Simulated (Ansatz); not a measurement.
## ZnS (zincblende) under strain

Zincblende ZnS, relaxed with r2SCAN in Ansatz. Space group F-43m (No. 216), cubic; a = 5.388 Å in the conventional setting, 19.55 Å³ an atom. Around Zn lie 4 S at 2.33 Å; around S lie 4 Zn at 2.33 Å.

The axes x, y and z are those of this cell:
```xyz
2
Lattice="0.0000 2.6941 2.6941 2.6941 0.0000 2.6941 2.6941 2.6941 0.0000" Properties=species:S:1:pos:R:3 pbc="T T T"
Zn    0.0000    0.0000    0.0000
S     1.3470    1.3470    1.3470
```

Unstrained: PBE gives a direct gap of 2.147 eV at Γ. With r2SCAN the gap is 2.705 eV and direct, at Γ. HSE06 gives a direct gap of 3.378 eV at Γ. Meshes: PBE 8×8×8, r2SCAN 8×8×8, HSE06 6×6×6. Strains are changes of length per length. After each strain the atoms were relaxed again with r2SCAN within the symmetry that the strain leaves, so tilts or polar shifts that break it weren't tested; points keep the names that they have in the unstrained zone. Calculated for a static, non-magnetic cell.

Changes of the least gap in eV (an overlap counts as a negative gap):
```json
{"strain": "isotropic +4.9 % on every length", "volume change (%)": "+15.4", "space group": "F-43m", "PBE": "-0.601", "r2SCAN": "-0.638", "HSE06": "-0.670", "energy rise, r2SCAN (meV/atom)": "87.8"}
{"strain": "epitaxial +2.13 % in the plane normal to [111], free normal strain -1.25 %", "volume change (%)": "+3.0", "space group": "R3m", "PBE": "-0.247", "r2SCAN": "-0.262", "HSE06": "-0.271", "energy rise, r2SCAN (meV/atom)": "8.5"}
{"strain": "uniaxial +2.93 % along z", "volume change (%)": "+2.9", "space group": "I-4m2", "PBE": "-0.162", "r2SCAN": "-0.171", "HSE06": "-0.177", "energy rise, r2SCAN (meV/atom)": "5.4"}
```

Isotropic +4.9 % on every length. HSE06: the gap goes from 3.378 to 2.708 eV (-0.670 eV). Stress change with r2SCAN, compression positive: xx -8.28, yy -8.28, zz -8.28 GPa. For HSE06, dE_g/d ln V = -4.7 eV over this step.

Epitaxial +2.13 % in the plane normal to [111], free normal strain -1.25 %. HSE06: the gap goes from 3.378 to 3.107 eV (-0.271 eV); with r2SCAN the top three valence levels at Γ, degenerate before, become 1+2 from the top over 160 meV. Stress change with r2SCAN, compression positive: xx -2.19, yy -2.19, zz -2.19, xy +1.07, xz +1.07, yz +1.07 GPa.

Uniaxial +2.93 % along z, other directions held. HSE06: the gap goes from 3.378 to 3.201 eV (-0.177 eV); with r2SCAN the top three valence levels at Γ, degenerate before, become 2+1 from the top over 110 meV. Stress change with r2SCAN, compression positive: xx -1.71, yy -1.71, zz -3.05 GPa.

The meshes of the hybrids are coarse, so their gaps aren't converged to the digits shown.

The splittings at Γ are without spin-orbit coupling, which regroups them where it is of like size or larger.
